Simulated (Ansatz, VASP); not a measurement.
**KTaO3: VASP beside Ansatz**

The input INCAR:

```
SYSTEM = KTaO3
PREC     = Accurate       ! precision mode
ENCUT    = 520            ! plane-wave cutoff, eV
EDIFF    = 1E-7           ! SCF threshold, eV
ISMEAR   = 0              ! smearing method
SIGMA    = 0.1            ! smearing width, eV
LREAL    = .FALSE.        ! projectors in reciprocal space
LASPH    = .TRUE.         ! aspherical terms in the spheres
NELM     = 100            ! most SCF steps
ALGO     = Normal         ! electronic algorithm
ISIF     = 2              ! what is computed and relaxed
LWAVE    = .FALSE.        ! write WAVECAR
LCHARG   = .FALSE.        ! write CHGCAR
GGA      = PS             ! functional
NBANDS   = 27             ! bands
```

Contents of KPOINTS:

```
Automatic mesh
0
G
  4 4 4
  0 0 0
```

POSCAR

```
KTaO3
1.0
    3.9883000000      0.0000000000      0.0000000000
    0.0000000000      3.9883000000      0.0000000000
    0.0000000000      0.0000000000      3.9883000000
K Ta O
1 1 3
Direct
    0.5000000000      0.5000000000      0.5000000000
    0.0000000000      0.0000000000      0.0000000000
    0.5000000000      0.0000000000      0.0000000000
    0.0000000000      0.5000000000      0.0000000000
    0.0000000000      0.0000000000      0.5000000000
```

Input for Ansatz:

```yaml
crystal:
  lattice:
    - [3.9883, 0.0, 0.0]
    - [0.0, 3.9883, 0.0]
    - [0.0, 0.0, 3.9883]
  atoms:
    - { symbol: K, position: [0.5, 0.5, 0.5] }
    - { symbol: Ta, position: [0.0, 0.0, 0.0] }
    - { symbol: O, position: [0.5, 0.0, 0.0] }
    - { symbol: O, position: [0.0, 0.5, 0.0] }
    - { symbol: O, position: [0.0, 0.0, 0.5] }
basis:
  ecutwfc: 420
kpoints:
  mp_grid: { grid: [4, 4, 4] }
hamiltonian:
  xc: pbesol
scf:
  occupations: { method: gaussian, width: 0.1 }
output:
  forces: true
  stress: true
  eigenvalues: true
```

Alike in both runs: task single point; functional PBEsol; k mesh 4 × 4 × 4; occupations gaussian, width 0.1 eV; no spin polarisation.

|  | VASP | Ansatz |
| --- | --- | --- |
| version | VASP 6.6.1 | Ansatz 0.2.0 |
| potentials or method | VASP PAW PBE potentials, release 64 (K_sv, Ta_pv, O) | scalar-relativistic, plane waves, PAW |
| plane-wave cutoff (eV) | 520 | 420 |
| valence electrons in the cell | 38 | 40 |

|  | VASP | Ansatz | Ansatz less VASP |
| --- | --- | --- | --- |
| gap on the k mesh at the Fermi level (eV) | 2.07 | 2.11 | +0.047 |
| least direct gap on the mesh (eV) | 2.69 | 2.73 | +0.037 |
| pressure (GPa) | 0.3 | -0.4 | -0.73 |

The two sets of potentials don't hold the same shells in valence.

Caveats: the PAW data sets were made with another functional, which shifts forces and pressure a little (VASP); spin-orbit coupling is left out, which moves the levels of the heavy elements. A hybrid or GW would open this gap; PBEsol tends to underestimate it. A k mesh can miss the band edges.
